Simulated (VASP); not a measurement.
An input for Quantum ESPRESSO's pw.x (written as the equivalent of a VASP run, and not itself run):

```
&CONTROL
  calculation = 'vc-relax'
  pseudo_dir = './pseudo'
  outdir = './out'
  tprnfor = .true.
  tstress = .true.
  nstep = 50
  forc_conv_thr = 0.00039
/
&SYSTEM
  ibrav = 0
  nat = 2
  ntyp = 2
  ecutwfc = 88
  occupations = 'smearing'
  smearing = 'fermi-dirac'
  degauss = 0.003675
  input_dft = 'revpbe'
/
&ELECTRONS
  conv_thr = 7.3e-08
  electron_maxstep = 100
/
&IONS
/
&CELL
/
ATOMIC_SPECIES
  Na 22.990 Na.upf
  Br 79.904 Br.upf
CELL_PARAMETERS angstrom
     0.0000000    3.0157360    3.0157360
     3.0157360    0.0000000    3.0157360
     3.0157360    3.0157360    0.0000000
ATOMIC_POSITIONS crystal
  Na   0.0000000  0.0000000  0.0000000
  Br   0.5000000  0.5000000  0.5000000
K_POINTS automatic
  5 5 5 0 0 0
```

Task: Write the VASP files for the same calculation (revPBE).

Result: One answer among several that fit: 
### INCAR
```
SYSTEM = NaBr
PREC = Accurate
ENCUT = 300
EDIFF = 1E-6
NELM = 100
ALGO = Normal
LREAL = .FALSE.
LASPH = .TRUE.
ISMEAR = -1
SIGMA = 0.05
GGA = RE
LMAXMIX = 4
LWAVE = .FALSE.
LCHARG = .FALSE.
ISIF = 3
IBRION = 2
NSW = 50
EDIFFG = -0.01
```

POSCAR:
```
NaBr
1.0
  0.0000000000   3.0157360000   3.0157360000
  3.0157360000   0.0000000000   3.0157360000
  3.0157360000   3.0157360000   0.0000000000
Na Br
1 1
Cart
  0.0000000000   0.0000000000   0.0000000000
  3.0157360000   3.0157360000   3.0157360000
```

File KPOINTS:
```
Automatic mesh
0
Gamma
5 5 5
0 0 0
```

POTCAR, in this order: Na_pv Br (PBE.64 set). Program: vasp_std.

What does not carry over: the potentials are each code's own (VASP's PAW set, PseudoDojo norm-conserving files in pw.x), so ENCUT and ecutwfc are chosen apart and not converted; conv_thr bounds pw.x's estimated SCF error, while EDIFF bounds the energy change between steps; forc_conv_thr acts on force components and is met together with etot_conv_thr.

The structure comes from a computed database's NaBr entry; how it stands against other phases isn't given here. This run relaxes it. Symmetry was kept, so distortions that lower it aren't found. The run is one of a series of settings (EDIFFG = -0.01, IBRION = 2, ISIF = 3, NSW = 50 against the base run), some of them coarse on purpose.
